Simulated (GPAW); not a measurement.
Crystal: AlNi3.

```
CELL_PARAMETERS angstrom
0.00000 2.80189 2.80189
2.80189 0.00000 2.80189
2.80189 2.80189 0.00000
ATOMIC_POSITIONS crystal
Ni 0.75000 0.75000 0.75000
Ni 0.00000 0.00000 0.00000
Ni 0.25000 0.25000 0.25000
Al 0.50000 0.50000 0.50000
```

The cell comes from a database or a generator and needn't be the stable form of this composition.

- Program: GPAW 26.7.0
- Task: relaxation of cell and atoms
- Functional: PBEsol
- Dispersion: D3(BJ)
- Potentials or basis: PAW data sets generated in the run's folder for this functional
- Cutoff: 600 eV
- Basis: pw
- k mesh: 6 × 6 × 6
- Occupations: fermi-dirac, width 0.05 eV
- Spin: collinear spin, ferromagnetic start
- Starting moments: [1.0, 1.0, 1.0, 0.0] μB

At the start: pressure -4.8 GPa; volume 11.00 Å³/atom.

Task: Where does the relaxation end?

Result: Over 3 steps the energy falls by 3.8 meV/atom and the volume is 10.74 Å³/atom (-2.3 %); space group Fm-3m (No. 225, to 0.05 Å); moment 0.00 μB per cell.

Step by step:
```csv
step,energy change (eV),largest force (eV/Å),pressure (GPa),volume (Å³)
1,0.0000,0.0000,-4.78,43.99
2,-0.0043,0.0000,-4.08,43.84
3,-0.0153,0.0000,0.14,42.96
```

Final structure:
```
CELL_PARAMETERS angstrom
0.00000 2.77987 2.77987
2.77987 0.00000 2.77987
2.77987 2.77987 0.00000
ATOMIC_POSITIONS crystal
Ni 0.75000 0.75000 0.75000
Ni 0.00000 0.00000 0.00000
Ni 0.25000 0.25000 0.25000
Al 0.50000 0.50000 0.50000
```

Caveat: each step starts from the last one's moments, so a moment once lost doesn't come back; the stock nickel data set gives pressures a few GPa off other programs; later steps reuse the first step's grids; pairwise dispersion overbinds metals, which lowers pressure and volume.
